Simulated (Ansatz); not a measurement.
# BaZrO3: how the free axis answers a strain

BaZrO3, Pm-3m, a = 4.227 Å. The structure is a Materials Project entry; whether it is the stable form wasn't checked. Ansatz: PBE, PAW, 420 eV, Γ-centred 6×6×6 mesh on 5 atoms, Gaussian smearing 0.02 eV; no spin polarisation. Series: biaxial strain in the a-b plane, c and atoms relaxed; x is the strain in per cent. y is the change of c in per cent of 4.227 Å.

```tsv
x (%)	y (%)
-4.5	?
-3.0	1.82
-1.5	0.87
0.0	0.00
1.5	-0.76
3.0	-1.46
4.5	-2.09
```

Task: Fit y = c1 x + c2 x² to the other rows, say what c1 measures, and predict the missing y.

Result: Least squares on the rows shown. y = −0.5480 x + 0.01907 x². With no stress along c, c1 = −2C12/C11 = -0.548. At x = -4.5 the fit asked for gives 2.85 %. The run gave 2.84 %, so the fit is 0.01 % too high, within the rms miss on the fitted rows (0.01 %).

Symmetry holds off the tilts and polar distortions that many cubic perovskites undergo.